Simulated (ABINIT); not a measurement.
The system is PbS (Galena).

```xyz
2
Lattice="0.0000 2.9657 2.9657 2.9657 0.0000 2.9657 2.9657 2.9657 0.0000" Properties=species:S:1:pos:R:3 pbc="T T T"
Pb    0.0000    0.0000    0.0000
S     2.9657    2.9657    2.9657
```

Base run:

| Quantity | Value |
| --- | --- |
| Program | ABINIT 10.8.3 (patched build) |
| Functional | HCTH407 |
| Potentials or basis | JTH PAW PBE v2.0 |
| Cutoff | 544 eV |
| k mesh | 8 × 8 × 8 |
| Occupations | fermi-dirac, width 0.05 eV |
| Spin | no spin polarisation |

Its results: band gap on the k mesh 0.78 eV, direct.

**Question.** After a change of settings the same cell gave: band gap on the k mesh 0.26 eV, direct. Which change was it?
A. functional from HCTH407 to PBEsol; k mesh from 8 × 8 × 8 to 6 × 6 × 6
B. functional from HCTH407 to OLYP; potentials or basis from JTH PAW PBE v2.0 to JTH PAW PBE v2.0 sp; valence electrons from 20 to 10
C. functional from HCTH407 to OLYP

**Answer.** A.

Caveats: spin-orbit coupling is left out, which as a rule narrows the gap of such compounds by several tenths of an eV.

Runs at the PBE level aren't shown here.
